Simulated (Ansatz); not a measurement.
# Nb (Im-3m) in Ansatz: a series of runs

Runs on Nb. Level: r2SCAN. Tasks: single point, equation of state.

Program: Ansatz 0.2.0. These are calculated values, not measurements. Logs are shortened: lines on timing, memory, paths and dates and some standing lists are left out, and cuts for length are marked.

**Experimental background.**

“Pressure effects on the electronic structure and superconductivity of (TaNb)0.67(HfZrTi)0.33 high entropy alloy”, 2019, arxiv:1910.08312 quotes, for a bulk crystal of Nb: bulk modulus 169 GPa.

The runs below are set against these values where they give the same quantity.

## (1) The structure

The structure is cubic, space group Im-3m (No. 229). Conventional cell: a = 3.328 Å, b = 3.328 Å, c = 3.328 Å, α = 90.00°, β = 90.00°, γ = 90.00°. Nb (site symmetry m-3m) is surrounded by 8 Nb at 2.88 Å.

## (2) Single point, r2SCAN, 17.32 Å³/atom (volume scaled by 0.94)

Input file input.yaml:

```yaml
crystal:
  lattice:
    - [-1.6299823056, 1.6299823056, 1.6299823056]
    - [1.6299823056, -1.6299823056, 1.6299823056]
    - [1.6299823056, 1.6299823056, -1.6299823056]
  atoms:
    - { symbol: Nb, position: [0.0, 0.0, 0.0] }
hamiltonian:
  xc: r2scan
  pseudopotentials: { kind: paw }
kpoints:
  mp_grid: { grid: [11, 11, 11] }
scf:
  occupations: { method: fermi_dirac, width: 0.05 }
output:
  forces: true
  stress: true
  eigenvalues: true
```

Potentials or basis: Ansatz PAW.

The run is started by

```sh
ansatz run input.yaml --threads 2 --pin off --max-ram 5632MiB --backend cpu --events-out ev --progress --plain --runs-dir out
```

The program printed:

```text
Warning: RAYON_NUM_THREADS=2 ignored (pool sized by the plan → 2); use --threads N
Engine: ansatz 0.2.0, x86_64-unknown-linux-gnu
Pseudopotentials: kind: paw
Pseudopotential: Nb, paw, valence charge 13, recommended cutoff 500 eV (meta_gga), Nb.paw.azcp
Functional definition: r2SCAN
  parameter k0 = 0.174
  parameter k1 = 0.065
  parameter a1 = 4.9479
  exchange = r2scan_x(k0 = k0, k1 = k1, a1 = a1)
  correlation = r2scan_c
Crystal: 1 atoms, lattice volume = 17.322 Å³
Basis set: ecut = 500 eV, 429 PW (Γ), exchange–correlation on 96×96×96 points (64 copies of the dense FFT grid, shifted against one another)
Bands: 11, of which v1, the nominal top of the filled ones, is band 7 counted from 1 (6 counted from 0)
Symmetry: 48 space group operations
Space group: Im-3m (ITA 229), of the structure as read, at distance tolerance 2.6e-5 Å
k-points: 56 of 1331
Non-local potential: Nb, projectors of the file, l = 0: 3, l = 1: 2, l = 2: 2, l = 3: 1
PAW form: soft (Blöchl's): semilocal exchange-correlation on the pseudo side does not see the compensation charge
PAW frozen core: Nb, regenerated for the run's functional (the file was generated under x = pbe(κ = 0.804, μ = 0.2195149727645171), c = pbe(β = 0.06672455060314922))
PAW one-centre angular grid: Nb, 590 points (default); XC on 160 Gauss nodes
Initial density: superposition of atomic densities (neutral atoms: chi_scale 0, normalization atom), corrected by the library's trained network
Initial wavefunctions: pseudopotential atomic-orbital guess
Functional: x = r2scan, c = r2scan; τ floored in thin density (d = 2e-4 eV/Å³)
SCF iter   1: F=—  HF=-4563.611602 eV  |F-HF|=—  |Δ(HF+E_count)|=         —  Δρ=1.07e-2  dr2=1.61e-2  dr2_τ=1.07e-2  ethr=1.77e-3  ⟨swp⟩=5.4  Hψ=3777  notcnv=0
preconditioner: auto → none  [metal: Δε(μ)=0.067 eV  Ē_g=8.377 eV  σ=0.050 eV  W_gap=0.31  n_scr=0 (ndim 8)  ℏωp=19.9 eV  f_vac=0.000  D(μ)=1.70/eV (n_scr^D=18)]
SCF iter   2: F=—  HF=-4563.609459 eV  |F-HF|=—  |Δ(HF+E_count)|=   2.14e-3  Δρ=3.50e-3  dr2=6.58e-4  dr2_τ=6.21e-4  ethr=1.24e-4  ⟨swp⟩=2.9  Hψ=1568  notcnv=0  defer=10
SCF iter   3: F=—  HF=-4563.609806 eV  |F-HF|=—  |Δ(HF+E_count)|=   3.47e-4  Δρ=1.41e-3  dr2=9.76e-5  dr2_τ=1.97e-5  ethr=5.06e-6  ⟨swp⟩=1.8  Hψ=821  notcnv=0  defer=10
SCF iter   4: F=—  HF=-4563.609898 eV  |F-HF|=—  |Δ(HF+E_count)|=   9.20e-5  Δρ=8.36e-5  dr2=6.13e-7  dr2_τ=6.08e-8  ethr=7.51e-7  ⟨swp⟩=3.0  Hψ=966  notcnv=0  defer=10
iter 5 did not close the SCF: its close was put off for the readings that it lacked (scf_convergence_deferred on its scf_iter line)
SCF iter   5: F=-4563.609898 eV  HF=-4563.609898 eV  |F-HF|=9.09e-13  |Δ(HF+E_count)|=   3.04e-7  Δρ=3.06e-5  dr2=8.25e-8  dr2_τ=4.15e-8  ethr=4.72e-9  ⟨swp⟩=2.0  Hψ=966  notcnv=0  defer=10
SCF iter   6: F=-4563.609898 eV  HF=-4563.609898 eV  |F-HF|=7.65e-10  |Δ(HF+E_count)|=   1.61e-8  Δρ=7.26e-6  dr2=4.67e-9  dr2_τ=4.76e-10  ethr=6.35e-10  ⟨swp⟩=2.7  Hψ=2295  notcnv=0
SCF 1 converged in 6 iterations: F = -4563.609898 eV  dr2 = 4.67e-9
SCF converged after 6 iterations
Free energy (F): -4563.609898 eV
Harris-Foulkes:  -4563.609898 eV  (|F-HF|=7.65e-10)
Internal energy: -4563.595645 eV  (E = F + TS)
E sigma→0 (E₀):  -4563.602772 eV
Entropy (-TS):   -0.014253 eV (-14.253 meV/atom)
Fermi energy:    18.511720 eV
--- Per-component energies (eV) ---
  E_band       = -67.578405
  E_kinetic    = 395.976274
  E_local      = -668.071679  (includes V_loc(G=0)·N_el)
  E_nonlocal   = 119.691818
  E_hartree    = 208.067370
  E_xc         = -170.337089
  E_vxc        = -237.804680  (∫ρ·V_xc dr)
  E_paw        = -3090.399142  (= ΣΔE_a)
  E_vpaw       = -108.505962  (= ΣTr[D̂ρ^β])
  E_aug_tail   = 0.000004  (compensation charges beyond the density's cutoff)
  E_vtau       = 14.999821  (kinetic-family band-sum trace: ∫τ·v_τ [+ j·A + Jᵃ·Aᵃ] dr)
  E_ewald      = -1358.330770
  E_core_change = -0.192431  (= ΣΔE_core)
  E_smearing   = -0.014253  (= −TS)
  E_closure    = -0.000000  (closes the sum)
  Σ components = -4563.609898   (vs F -4563.609898, Δ=0.00e0)
--- Forces (eV/Å), atoms counted from 1 ---
  atom   1  Nb    -0.00000000    -0.00000000     0.00000000
  max |Σ_I F_I| component: 1.59e-32 eV/Å
--- Stress (GPa, compression-positive) ---
        8.371840      -0.000000       0.000000
        0.000000       8.371840      -0.000000
       -0.000000       0.000000       8.371840
  P = ⅓ Tr σ = 8.3718 GPa (83.718 kbar)
--- Band table (eV; the first three rows and the last of 56) ---
  k-point 0: bands = ["-37.5544", "-11.9989", "-11.9989", "-11.9989", "12.2296", "18.9755", "18.9755", "18.9755", "22.2325", "22.2325", "33.4040"]
  k-point 1: bands = ["-37.5300", "-12.1391", "-12.0407", "-12.0003", "12.5984", "18.7435", "18.9056", "19.3316", "21.8964", "22.2307", "33.7006"]
  k-point 2: bands = ["-37.4640", "-12.5043", "-12.1511", "-12.0039", "13.5492", "18.1811", "18.6039", "20.3625", "21.5421", "22.2739", "34.1045"]
  k-point 55: bands = ["-37.0312", "-13.1028", "-13.0762", "-13.0762", "14.5170", "14.5809", "24.0165", "24.0165", "24.5095", "27.9760", "29.2938"]
```

Wall time 7.5 s (2 threads of Intel Xeon at 2.50GHz (Skylake/Cascade Lake), shared host); peak memory 0.35 GiB.

Results:

```yaml
Free_energy: -4563.6099 eV
Pressure: 8.4 GPa
Band_gap_on_the_k_mesh: none (metal or under the smearing width)
```

Caveat: the PAW data sets come from PBE, with cores solved anew for the run's functional, which leaves a small shift of forces and pressure.

## (3) Single point, r2SCAN, 17.69 Å³/atom (volume scaled by 0.96)

input.yaml: that of step 2 with these lines changed.

```diff
@@ -2,5 +2,5 @@
   lattice:
-    - [-1.6299823056, 1.6299823056, 1.6299823056]
-    - [1.6299823056, -1.6299823056, 1.6299823056]
-    - [1.6299823056, 1.6299823056, -1.6299823056]
+    - [-1.6414614324, 1.6414614324, 1.6414614324]
+    - [1.6414614324, -1.6414614324, 1.6414614324]
+    - [1.6414614324, 1.6414614324, -1.6414614324]
   atoms:
```

Potentials or basis: Ansatz PAW.

The run is started by

```sh
ansatz run input.yaml --threads 2 --pin off --max-ram 5632MiB --backend cpu --events-out ev --progress --plain --runs-dir out
```

Run time: 6 s. Hardware: 2 threads of Intel Xeon at 2.50GHz (Skylake/Cascade Lake), shared host; peak memory 0.35 GiB.

It converged, with:

```yaml
Free_energy: -4563.6243 eV
Pressure: 4.2 GPa
Band_gap_on_the_k_mesh: none (metal or under the smearing width)
```

Caveat: the PAW data sets come from PBE, with cores solved anew for the run's functional, which leaves a small shift of forces and pressure.

## (4) Single point, r2SCAN, 18.06 Å³/atom (volume scaled by 0.98)

Input file input.yaml:

```yaml
crystal:
  lattice:
    - [-1.6527822138, 1.6527822138, 1.6527822138]
    - [1.6527822138, -1.6527822138, 1.6527822138]
    - [1.6527822138, 1.6527822138, -1.6527822138]
  atoms:
    - { symbol: Nb, position: [0.0, 0.0, 0.0] }
hamiltonian:
  xc: r2scan
  pseudopotentials: { kind: paw }
kpoints:
  mp_grid: { grid: [11, 11, 11] }
scf:
  occupations: { method: fermi_dirac, width: 0.05 }
output:
  forces: true
  stress: true
  eigenvalues: true
  write_density: true
  write_potential: true
  elf: true
  volumetric_format: npy
```

The run is started by

```sh
ansatz run input.yaml --threads 2 --pin off --max-ram 5632MiB --backend cpu --events-out ev --progress --plain --runs-dir out
```

Wall time 8.6 s (2 threads of Intel Xeon at 2.50GHz (Skylake/Cascade Lake), shared host); peak memory 0.36 GiB.

The run converged. Its results:

* Free energy: -4563.6295 eV
* Pressure: 0.3 GPa
* Band gap on the k mesh: none (metal or under the smearing width)

Caveat: the PAW data sets come from PBE, with cores solved anew for the run's functional, which leaves a small shift of forces and pressure.

## (5) Single point, r2SCAN, 18.43 Å³/atom

input.yaml: that of step 4 with these lines changed.

```diff
@@ -2,5 +2,5 @@
   lattice:
-    - [-1.6527822138, 1.6527822138, 1.6527822138]
-    - [1.6527822138, -1.6527822138, 1.6527822138]
-    - [1.6527822138, 1.6527822138, -1.6527822138]
+    - [-1.66395, 1.66395, 1.66395]
+    - [1.66395, -1.66395, 1.66395]
+    - [1.66395, 1.66395, -1.66395]
   atoms:
```

The run is started by

```sh
ansatz run input.yaml --threads 2 --pin off --max-ram 5632MiB --backend cpu --events-out ev --progress --plain --runs-dir out
```

It took 8.6 s on 2 threads of Intel Xeon at 2.50GHz (Skylake/Cascade Lake), shared host; peak memory 0.36 GiB.

The run converged. Its results:

```
Free energy            : -4563.6261 eV
Pressure               : -3.2 GPa
Band gap on the k mesh : none (metal or under the smearing width)
```

Caveat: the PAW data sets come from PBE, with cores solved anew for the run's functional, which leaves a small shift of forces and pressure.

## (6) Single point, r2SCAN, 18.80 Å³/atom (volume scaled by 1.02)

Input file input.yaml:

```yaml
crystal:
  lattice:
    - [-1.6749698576, 1.6749698576, 1.6749698576]
    - [1.6749698576, -1.6749698576, 1.6749698576]
    - [1.6749698576, 1.6749698576, -1.6749698576]
  atoms:
    - { symbol: Nb, position: [0.0, 0.0, 0.0] }
hamiltonian:
  xc: r2scan
  pseudopotentials: { kind: paw }
kpoints:
  mp_grid: { grid: [11, 11, 11] }
scf:
  occupations: { method: fermi_dirac, width: 0.05 }
output:
  forces: true
  stress: true
  eigenvalues: true
```

Potentials or basis: Ansatz PAW.

The run is started by

```sh
ansatz run input.yaml --threads 2 --pin off --max-ram 5632MiB --backend cpu --events-out ev --progress --plain --runs-dir out
```

Wall time 7.9 s (2 threads of Intel Xeon at 2.50GHz (Skylake/Cascade Lake), shared host); peak memory 0.35 GiB.

Results (log left out):

| Item | Value |
| --- | --- |
| Free energy | -4563.6150 eV |
| Pressure | -6.4 GPa |
| Band gap on the k mesh | none (metal or under the smearing width) |

Caveat: the PAW data sets come from PBE, with cores solved anew for the run's functional, which leaves a small shift of forces and pressure.

## (7) Single point, r2SCAN, 19.17 Å³/atom (volume scaled by 1.04)

input.yaml: that of step 6 with these lines changed.

```diff
@@ -2,5 +2,5 @@
   lattice:
-    - [-1.6749698576, 1.6749698576, 1.6749698576]
-    - [1.6749698576, -1.6749698576, 1.6749698576]
-    - [1.6749698576, 1.6749698576, -1.6749698576]
+    - [-1.68584659, 1.68584659, 1.68584659]
+    - [1.68584659, -1.68584659, 1.68584659]
+    - [1.68584659, 1.68584659, -1.68584659]
   atoms:
```

The run is started by

```sh
ansatz run input.yaml --threads 2 --pin off --max-ram 5632MiB --backend cpu --events-out ev --progress --plain --runs-dir out
```

Wall time 6.6 s (2 threads of Intel Xeon at 2.50GHz (Skylake/Cascade Lake), shared host); peak memory 0.35 GiB.

Results (log left out):

```yaml
Free_energy: -4563.5968 eV
Pressure: -9.3 GPa
Band_gap_on_the_k_mesh: none (metal or under the smearing width)
```

Caveat: the PAW data sets come from PBE, with cores solved anew for the run's functional, which leaves a small shift of forces and pressure.

## (8) Single point, r2SCAN, 19.53 Å³/atom (volume scaled by 1.06)

input.yaml: that of step 7 with these lines changed.

```diff
@@ -2,5 +2,5 @@
   lattice:
-    - [-1.68584659, 1.68584659, 1.68584659]
-    - [1.68584659, -1.68584659, 1.68584659]
-    - [1.68584659, 1.68584659, -1.68584659]
+    - [-1.6965847559, 1.6965847559, 1.6965847559]
+    - [1.6965847559, -1.6965847559, 1.6965847559]
+    - [1.6965847559, 1.6965847559, -1.6965847559]
   atoms:
```

The run is started by

```sh
ansatz run input.yaml --threads 2 --pin off --max-ram 5632MiB --backend cpu --events-out ev --progress --plain --runs-dir out
```

Run time: 7 s. Hardware: 2 threads of Intel Xeon at 2.50GHz (Skylake/Cascade Lake), shared host; peak memory 0.35 GiB.

The run converged. Its results:

```yaml
Free_energy: -4563.5723 eV
Pressure: -12.0 GPa
Band_gap_on_the_k_mesh: none (metal or under the smearing width)
```

Caveat: the PAW data sets come from PBE, with cores solved anew for the run's functional, which leaves a small shift of forces and pressure.

## (9) Equation of state, r2SCAN

Potentials or basis: Ansatz PAW.

This step only gathers the single runs of the series.

What came out:

| Quantity | Value |
| --- | --- |
| Equilibrium volume | 18.09 Å³/atom |
| Bulk modulus | 180 GPa |
| Pressure derivative of the bulk modulus | 3.5 |

Energy against volume, from the lowest point:
| volume (Å³/atom) | energy (meV/atom) |
| --- | --- |
| 17.322 | 19.58 |
| 17.691 | 5.18 |
| 18.060 | 0.00 |
| 18.428 | 3.33 |
| 18.797 | 14.47 |
| 19.165 | 32.63 |
| 19.534 | 57.18 |

Caveat: the PAW data sets were made with another functional, which shifts forces and pressure a little.

## (10) How close it comes

Step 9. Against the measured bulk modulus of Nb, 169 GPa (quoted in “Pressure effects on the electronic structure and superconductivity of (TaNb)0.67(HfZrTi)0.33 high entropy alloy”, 2019, arxiv:1910.08312), the calculated 180 GPa is off by +6.2 %. The fit is for a static lattice scaled at fixed shape and fixed fractional positions.
